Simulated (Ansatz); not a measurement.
CsPbCl3 under changes of volume

One of the cells (35.217 Å³/atom); the others are scaled copies at fixed shape and fractional positions:

```
Pb Cs Cl
1.0
     5.60500    0.00000    0.00000
     0.00000    5.60500    0.00000
     0.00000    0.00000    5.60500
Pb Cs Cl
1 1 3
Cartesian
  2.8025 2.8025 2.8025
  0.0000 0.0000 0.0000
  2.8025 0.0000 2.8025
  0.0000 2.8025 2.8025
  2.8025 2.8025 0.0000
```

```yaml
Program: Ansatz 0.2.0
Functional: BPBE
Potentials_or_basis: Ansatz PAW
Cutoff: "420 eV (not typed: the program's choice for these potentials)"
k_mesh: 5 × 5 × 5
Occupations: fermi-dirac, width 0.05 eV
Spin: no spin polarisation
```

| volume (Å³/atom) | energy over the lowest point (meV/atom) | pressure (GPa) | gap on the mesh (eV) |
| --- | --- | --- | --- |
| 33.104 | 53.96 | 4.0 | 2.81 |
| 33.809 | ? | ? | ? |
| 34.513 | 25.29 | 2.6 | 2.92 |
| 35.217 | 15.38 | 2.0 | 2.97 |
| 35.922 | 8.03 | 1.4 | 3.01 |
| 36.626 | 2.98 | 0.9 | 3.05 |
| 37.330 | 0.00 | 0.5 | 3.09 |

What does the run at 33.809 Å³/atom give?

Energy over the lowest point 38.04 meV/atom; pressure 3.2 GPa; gap on the mesh 2.87 eV.

Worked out: A Birch-Murnaghan fit of order 3 (a polynomial in V^(-2/3)) to the other rows has its minimum at 38.14 Å³/atom, just outside them, with B0 = V·E''(V) = 20 GPa and B' = 4.6. It gives 38.03 meV/atom at 33.809 Å³/atom, against the run's 38.04, and -dE/dV = 3.2 GPa, against 3.2. A straight line through the other rows of the gap, of slope 2.31 eV per unit of ln V (its deformation potential), gives 2.87 eV, against the run's 2.87.

Energies are extrapolated to zero smearing.

Caveats: odd divisions of the mesh miss points on the zone boundary, where band edges often lie, so the gap on the mesh can be too wide; spin-orbit coupling is left out, which as a rule narrows the gap of such compounds by several tenths of an eV; the PAW data sets come from PBE, with cores solved anew for the run's functional, which leaves a small shift of forces and pressure.

A mesh can miss the band edges.
